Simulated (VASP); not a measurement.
# PbSe: relaxed cell and band gap, by functional

PbSe, Fm-3m (no. 225), 2 atoms in the cell.

| Functional | Volume (Å³/atom) | Change from the starting volume (fraction) | Gap, path and mesh (eV) | Time (s) |
|---|---|---|---|---|
| rMS-PBEl | 29.60 | 0.032 | 0.51 | 352 |
| rMS-RPBEl | 29.75 | 0.038 | 0.52 | 367 |
| rMS-B86bl | 29.62 | 0.033 | 0.50 | 357 |
| rSCAN-L | 29.71 | 0.036 | 0.67 | 297 |
| TASK | 33.25 | 0.160 | 1.79 | 664 |

Limits: Spin-orbit coupling is left out, and with elements this heavy it changes the gap; row 4: functionals of the density's Laplacian are noisy on the grid, so small differences in pressure and volume may be numerical; row 5: TASK was built for band gaps, and its volumes can be far off.

## Input of the first row

INCAR.step1:
```
  PREC = Accurate
  ENCUT = 600
  EDIFF = 1E-5
  ISMEAR = 0
  SIGMA = 0.02
  LREAL = F
  LASPH = T
  GGA_COMPAT = F
  ALGO = Normal
  NELM = 150
  ISIF = 2
  LWAVE = T
  LCHARG = F
  GGA = PE
  KPAR = 2
```

INCAR.step2:
```
  PREC = Accurate
  ENCUT = 600
  EDIFF = 1E-7
  ISMEAR = 0
  SIGMA = 0.02
  LREAL = F
  LASPH = T
  GGA_COMPAT = F
  ALGO = Normal
  NELM = 150
  ISIF = 3
  LWAVE = F
  LCHARG = F
  METAGGA = RMSPBEL
  LMIXTAU = T
  IBRION = 2
  EDIFFG = -0.005
  NSW = 60
  ISTART = 1
  KPAR = 2
```

INCAR.step3, as INCAR.step2 but for:
```
- NSW = 60
- ISTART = 1
+ NSW = 40
```

INCAR.step4, as INCAR.step3 but for:
```
- ISIF = 3
- IBRION = 2
- EDIFFG = -0.005
- NSW = 40
+ ISIF = 2
+ NBANDS = 17
```

KPOINTS:
```
k-points
0
Gamma
  6 6 6
```

KPOINTS_OPT:
```
path GXWKGLUWLK,UX
8
line-mode
reciprocal
 0.0000000000  0.0000000000  0.0000000000  G
 0.5000000000  0.0000000000  0.5000000000  X

 0.5000000000  0.0000000000  0.5000000000  X
 0.5000000000  0.2500000000  0.7500000000  W

 0.5000000000  0.2500000000  0.7500000000  W
 0.3750000000  0.3750000000  0.7500000000  K

 0.3750000000  0.3750000000  0.7500000000  K
 0.0000000000  0.0000000000  0.0000000000  G

 0.0000000000  0.0000000000  0.0000000000  G
 0.5000000000  0.5000000000  0.5000000000  L

 0.5000000000  0.5000000000  0.5000000000  L
 0.6250000000  0.2500000000  0.6250000000  U

 0.6250000000  0.2500000000  0.6250000000  U
 0.5000000000  0.2500000000  0.7500000000  W

 0.5000000000  0.2500000000  0.7500000000  W
 0.5000000000  0.5000000000  0.5000000000  L

 0.5000000000  0.5000000000  0.5000000000  L
 0.3750000000  0.3750000000  0.7500000000  K

 0.6250000000  0.2500000000  0.6250000000  U
 0.5000000000  0.0000000000  0.5000000000  X
```

POSCAR.step1:
```
PbSe
1.0
    0.0000000000      3.0606500000      3.0606500000
    3.0606500000      0.0000000000      3.0606500000
    3.0606500000      3.0606500000      0.0000000000
Pb Se
1 1
Direct
    0.0000000000      0.0000000000      0.0000000000
    0.5000000000      0.5000000000      0.5000000000
```

Commands (each step's output is kept before the next begins):
```
cat potpaw_PBE.64/Pb_d/POTCAR potpaw_PBE.64/Se/POTCAR > POTCAR
cp INCAR.step1 INCAR
cp POSCAR.step1 POSCAR
mpirun -np 2 vasp_std > vasp.out
cp INCAR.step2 INCAR
mpirun -np 2 vasp_std > vasp.out
cp CONTCAR POSCAR
rm WAVECAR CHG
cp INCAR.step3 INCAR
mpirun -np 2 vasp_std > vasp.out
cp CONTCAR POSCAR
rm WAVECAR CHG
cp INCAR.step4 INCAR
mpirun -np 2 vasp_std > vasp.out
```

Changes of the last row against the first:
```
- METAGGA = RMSPBEL
+ XC = TASK_X PW92_C
```

VASP 6.6.1 took 352 s on 2 cores (Intel Xeon Platinum 8175M @ 2.50GHz (Skylake/Cascade Lake)), a shared host.
